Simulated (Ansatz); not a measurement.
**AlN (F-43m), clamped-ion strain scan**

Level of theory: DFT r2SCAN, scalar-relativistic, plane waves, PAW (Ansatz 0.2.0). Cutoff 500 eV, Γ-centred 10×10×10 k-points, Gaussian smearing of 0.05 eV. No spin polarisation. Energies are free energies at this smearing, counted from the undisturbed cell; pressure is positive in compression.

Reference structure (as given, not relaxed at this level; it stands at 0.3 GPa; this zinc-blende form isn't the usual structure):

```
Al N
1.0
     0.00000    2.18399    2.18399
     2.18399    0.00000    2.18399
     2.18399    2.18399    0.00000
Al N
1 1
Direct
  0.00000 0.00000 0.00000
  0.75000 0.75000 0.75000
```

The cell is strained by ε times the Voigt pattern (1, 1, 0, 0, 0, 0) (xx, yy, zz, yz, xz, xy; engineering shear) with fractional coordinates fixed.

```csv
ε,ΔE (meV/atom)
-0.0600,126.5
-0.0450,69.4
-0.0300,30.3
-0.0150,7.6
0.0000,0.0
0.0150,6.2
0.0300,25.0
0.0450,55.3
0.0525,74.5
0.0600,96.2
```

Problem. Predict the gap on the mesh (eV) at each point.

Solution.
```csv
ε,gap on the mesh (eV)
-0.0600,3.79
-0.0450,3.84
-0.0300,3.89
-0.0150,3.92
0.0000,3.94
0.0150,3.83
0.0300,3.73
0.0450,3.64
0.0525,3.60
0.0600,3.56
```